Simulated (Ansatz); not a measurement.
All numbers below come from DFT PBE, scalar-relativistic, plane waves, PAW in Ansatz 0.2.0. All cells share a 420 eV cutoff and Γ-centred k meshes spaced at most about 0.3 Å⁻¹ (about 0.25 or finer for metals, 2π included). Cells run with spin keep no moment; the others have no spin polarisation.

All energies are static (0 K, no zero-point motion).

Question: Order these relaxed structures of SrTi2O4 by energy, lowest first, with the energy over the lowest of them.
A.

```cif
data_structure
_symmetry_space_group_name_H-M 'Cmcm'
_symmetry_Int_Tables_number 63
_cell_length_a 3.1792
_cell_length_b 9.9109
_cell_length_c 10.2748
_cell_angle_alpha 90.000
_cell_angle_beta 90.000
_cell_angle_gamma 90.000
_cell_volume 323.74
loop_
_atom_site_label
_atom_site_type_symbol
_atom_site_symmetry_multiplicity
_atom_site_Wyckoff_symbol
_atom_site_fract_x
_atom_site_fract_y
_atom_site_fract_z
_atom_site_occupancy
Sr1 Sr 4 c 0.50000 0.11893 0.75000 1
Ti1 Ti 8 f 0.00000 0.12423 0.43764 1
O1 O 4 c 0.00000 0.07496 0.25000 1
O2 O 8 f 0.50000 0.26309 0.39980 1
O3 O 4 b 0.50000 0.00000 0.50000 1
```

B.

```cif
data_structure
_symmetry_space_group_name_H-M 'Fd-3m:1'
_symmetry_Int_Tables_number 227
_cell_length_a 9.0467
_cell_length_b 9.0467
_cell_length_c 9.0467
_cell_angle_alpha 90.000
_cell_angle_beta 90.000
_cell_angle_gamma 90.000
_cell_volume 740.42
loop_
_atom_site_label
_atom_site_type_symbol
_atom_site_symmetry_multiplicity
_atom_site_Wyckoff_symbol
_atom_site_fract_x
_atom_site_fract_y
_atom_site_fract_z
_atom_site_occupancy
Sr1 Sr 8 a 0.25000 0.25000 0.25000 1
Ti1 Ti 16 d 0.37500 0.87500 0.12500 1
O1 O 32 e 0.39621 0.39621 0.39621 1
```

C.

```cif
data_structure
_symmetry_space_group_name_H-M 'P2/m'
_symmetry_Int_Tables_number 10
_cell_length_a 4.9915
_cell_length_b 3.0774
_cell_length_c 6.0543
_cell_angle_alpha 90.000
_cell_angle_beta 90.239
_cell_angle_gamma 90.000
_cell_volume 93.00
loop_
_atom_site_label
_atom_site_type_symbol
_atom_site_symmetry_multiplicity
_atom_site_Wyckoff_symbol
_atom_site_fract_x
_atom_site_fract_y
_atom_site_fract_z
_atom_site_occupancy
Sr1 Sr 1 c 0.00000 0.00000 0.50000 1
Ti1 Ti 1 e 0.50000 0.50000 0.00000 1
Ti2 Ti 1 a 0.00000 0.00000 0.00000 1
O1 O 2 n 0.84385 0.50000 0.80221 1
O2 O 2 m 0.66289 0.00000 0.18285 1
```

Answer: A (0 meV/atom), C (99 meV/atom), B (111 meV/atom). Forms: A Cmcm; C P2/m; B spinel type, Fd-3m. Counting O atoms around Sr and Ti (those within 1.25 times the shortest such distance or 1.15 times the sum of covalent radii, 1.27 where that leaves under three; a plus sign parts nearer from farther groups): A has Sr 6+3, Ti 6; C has Sr 6, Ti 6; B has Sr 4, Ti 6. All come from invented guesses.

The k mesh leaves some 4 meV/atom of noise in the energy of each metallic cell. In such compounds of Ti a zero gap at this level may well be an artefact, since no Hubbard U is applied. A magnetic state wasn't ruled out in cells without spin, among them Cmcm, P2/m. Cells relaxed within their symmetry can be saddle points. Some candidate types were left out of the draw beforehand, so a known form may be missing.
